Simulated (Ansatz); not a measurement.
Here is an Ansatz input file for GaN, space group Fm-3m. Write the same calculation for the Python package.

```yaml
crystal:
  lattice:
    - [0.0, 2.135235, 2.135235]
    - [2.135235, 0.0, 2.135235]
    - [2.135235, 2.135235, 0.0]
  atoms:
    - { symbol: Ga, position: [0.0, 0.0, 0.0] }
    - { symbol: "N", position: [0.5, 0.5, 0.5] }
basis:
  ecutwfc: 450.0
kpoints:
  mp_grid:
    grid: [9, 9, 9]
hamiltonian:
  xc: lda
scf:
  occupations:
    method: fermi_dirac
    width: 0.01
elastic:
  mode: relaxed_ion
  amplitude: 0.003
```

`elastic_gan.py`
```python
# -*- coding: utf-8 -*-
import warnings

import ansatz
import numpy as np
from pymatgen.core import Lattice, Structure
from pymatgen.io.ase import AseAtomsAdaptor

params = {
    "xc": "lda",
    "ecut": 450,
    "smearing": "fermi_dirac",
    "smearing_width": 0.01,
    "kgrid": (9, 9, 9),
}

warnings.simplefilter("ignore", ansatz.DeckWarning)

pmg_structure = Structure(
    Lattice([(0.0, 2.135235, 2.135235), (2.135235, 0.0, 2.135235), (2.135235, 2.135235, 0.0)]),
    ["Ga", "N"],
    [
        (0.0, 0.0, 0.0),
        (0.5, 0.5, 0.5),
    ],
)
crystal = ansatz.Crystal.from_ase(AseAtomsAdaptor.get_atoms(pmg_structure))

model = (
    crystal.calculation()
    .functional(params["xc"])
    .basis(params["ecut"])
    .occupations(params["smearing"], width=params["smearing_width"])
    .kpoints(*params["kgrid"])
)
done = model.elastic("relaxed_ion", amplitude=0.003).run()
elastic = done.elastic

print("C_ij (GPa), Voigt order xx yy zz yz xz xy")
for row in elastic.c_gpa:
    print(" ".join(f"{value:8.1f}" for value in row))
print("smallest eigenvalue of C:", round(elastic.stability.min_eigenvalue_gpa, 1), "GPa; stable:", elastic.stability.stable)
if elastic.stability.min_eigenvalue_gpa > 0:
    for name, value in elastic.moduli.to_plain().items():
        print(f"{name:14s} {value:9.3f}")
```

```console
$ python elastic_gan.py
C_ij (GPa), Voigt order xx yy zz yz xz xy
   267.0    142.3    142.3     -0.0     -0.0     -0.0
   142.3    267.0    142.3      0.0      0.0      0.0
   142.3    142.3    267.0     -0.0     -0.0      0.0
    -0.0      0.0      0.0    209.5      0.0     -0.0
     0.0      0.0      0.0     -0.0    209.5      0.0
     0.0     -0.0      0.0     -0.0     -0.0    209.5
smallest eigenvalue of C: 124.7 GPa; stable: True
k_voigt_gpa      183.896
k_reuss_gpa      183.896
k_hill_gpa       183.896
g_voigt_gpa      150.660
g_reuss_gpa      107.768
g_hill_gpa       129.214
youngs_gpa       314.079
poisson            0.215
```

A positive definite tensor excludes instabilities under uniform strain alone; phonons elsewhere in the zone can still be imaginary. This is a high-temperature or high-pressure form, not the ambient phase. At these settings the cell as given stands under about -14 GPa, so it isn't at this functional's equilibrium volume. The structure comes from a database of computed cells and needn't be a stable or known phase. The constants belong to the cell that was strained; where it wasn't relaxed first it may be under stress. Timing: 12 s on 1 thread of Arm Neoverse V2, with other jobs on the host, peak memory 0.45 GiB.

(A comment or docstring line of the script was reworded after the run, the code is as it ran; lines on the test bed's own set-up are left out of the output.)
